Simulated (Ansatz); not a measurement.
input.yaml (Ansatz)

```yaml
crystal:
  lattice:
    - [4.0973557279, 0.0, 0.0]
    - [0.0, 4.0973557279, 0.0]
    - [0.0, 0.0, 4.0973557279]
  atoms:
    - { symbol: Ba, position: [0.0, 0.0, 0.0] }
hamiltonian:
  xc: revpbe
  pseudopotentials:
    kind: paw
    azcp:
      Ba: "pseudopotentials/Ba.paw.azcp"
basis:
  ecutwfc: 420
  fft_grid_basis: typed
kpoints:
  mp_grid: { grid: [9, 9, 9], shift: [0, 0, 0] }
magnetization:
  spin_polarized: false
scf:
  occupations: { method: fermi_dirac, width: 0.1 }
  lower_state_search: "off"
output:
  stress: true
```

Terminal output

```
Engine: ansatz 0.2.0, aarch64-unknown-linux-gnu
Pseudopotentials: kind: paw
Pseudopotential: Ba, paw, valence charge 10, recommended cutoff 420 eV (normal) 
Functional definition: revPBE
  parameter kappa = 1.245
  parameter beta = 0.06672455060314922
  exchange = pbe_x(kappa = kappa, mu = beta*pi^2/3)
  correlation = pbe_c(beta = beta)
Crystal: 1 atoms, lattice volume = 68.788 Å³
Basis set: ecut = 420 eV, 1357 PW (Γ)
Bands: 9, of which v1, the nominal top of the filled ones, is band 5 counted from 1 (4 counted from 0)
Symmetry: 48 space group operations
Space group: Pm-3m (ITA 221), of the structure as read, at distance tolerance 4.1e-5 Å
k-points: 35 of 729
Non-local potential: Ba, projectors of the file, l = 0: 3, l = 1: 2, l = 2: 2, l = 3: 2
PAW form: soft (Blöchl's): semilocal exchange-correlation on the pseudo side does not see the compensation charge
PAW frozen core: Ba, regenerated for the run's functional, and the local potential with it (the file was generated under x = pbe(κ = 0.804, μ = 0.2195149727645171), c = pbe(β = 0.06672455060314922))
PAW one-centre angular grid: Ba, 194 points (default); XC on 64 Gauss nodes
Initial density: superposition of atomic densities (neutral atoms: chi_scale 0, normalization atom), corrected by the library's trained network
Initial wavefunctions: pseudopotential atomic-orbital guess
Functional: x = revpbe(κ = 1.245, μ = 0.2195149727645171), c = pbe(β = 0.06672455060314922)
SCF iter   1: F=—  HF=-5956.119595 eV  |F-HF|=—  |Δ(HF+E_count)|=         —  Δρ=1.71e-3  dr2=5.19e-3  ethr=1.77e-3  ⟨swp⟩=7.6  Hψ=3109  notcnv=0
SCF iter   2: F=—  HF=-5956.120113 eV  |F-HF|=—  |Δ(HF+E_count)|=   5.18e-4  Δρ=1.27e-3  dr2=3.07e-3  ethr=5.19e-5  ⟨swp⟩=1.1  Hψ=606  notcnv=0
SCF iter   3: F=—  HF=-5956.120178 eV  |F-HF|=—  |Δ(HF+E_count)|=   6.48e-5  Δρ=4.54e-4  dr2=3.99e-4  ethr=3.07e-5  ⟨swp⟩=1.5  Hψ=365  notcnv=0
SCF iter   4: F=—  HF=-5956.120176 eV  |F-HF|=—  |Δ(HF+E_count)|=   1.93e-6  Δρ=5.33e-5  dr2=2.06e-6  ethr=3.99e-6  ⟨swp⟩=1.9  Hψ=418  notcnv=0
SCF iter   5: F=—  HF=-5956.120176 eV  |F-HF|=—  |Δ(HF+E_count)|=   3.23e-7  Δρ=7.57e-6  dr2=3.87e-8  ethr=2.06e-8  ⟨swp⟩=2.5  Hψ=529  notcnv=0
SCF iter   6: F=-5956.120176 eV  HF=-5956.120176 eV  |F-HF|=4.52e-9  |Δ(HF+E_count)|=   1.12e-7  Δρ=1.98e-6  dr2=2.88e-9  ethr=3.87e-10  ⟨swp⟩=3.0  Hψ=1253  notcnv=0
SCF 1 converged in 6 iterations: F = -5956.120176 eV  dr2 = 2.88e-9
SCF converged after 6 iterations
Free energy (F): -5956.120176 eV
Harris-Foulkes:  -5956.120176 eV  (|F-HF|=4.52e-9)
Internal energy: -5956.081372 eV  (E = F + TS)
E sigma→0 (E₀):  -5956.100774 eV
Entropy (-TS):   -0.038804 eV (-38.804 meV/atom)
Fermi energy:    5.233750 eV
--- Per-component energies (eV) ---
  E_band       = -94.412388
  E_kinetic    = 166.221150
  E_local      = -413.998664  (includes V_loc(G=0)·N_el)
  E_nonlocal   = 56.560678
  E_hartree    = 132.681256
  E_xc         = -166.659471
  E_vxc        = -133.305982  (∫ρ·V_xc dr)
  E_paw        = -5232.284769  (= ΣΔE_a)
  E_vpaw       = -35.252680  (= ΣTr[D̂ρ^β])
  E_aug_tail   = -0.000002  (compensation charges beyond the density's cutoff)
  E_ewald      = -498.566399
  E_core_change = -0.035151  (= ΣΔE_core)
  E_smearing   = -0.038804  (= −TS)
  E_closure    = -0.000000  (closes the sum)
  Σ components = -5956.120176   (vs F -5956.120176, Δ=0.00e0)
--- Stress (GPa, compression-positive) ---
       -0.217099       0.000000       0.000000
        0.000000      -0.217099       0.000000
        0.000000       0.000000      -0.217099
  P = ⅓ Tr σ = -0.2171 GPa (-2.171 kbar)
```
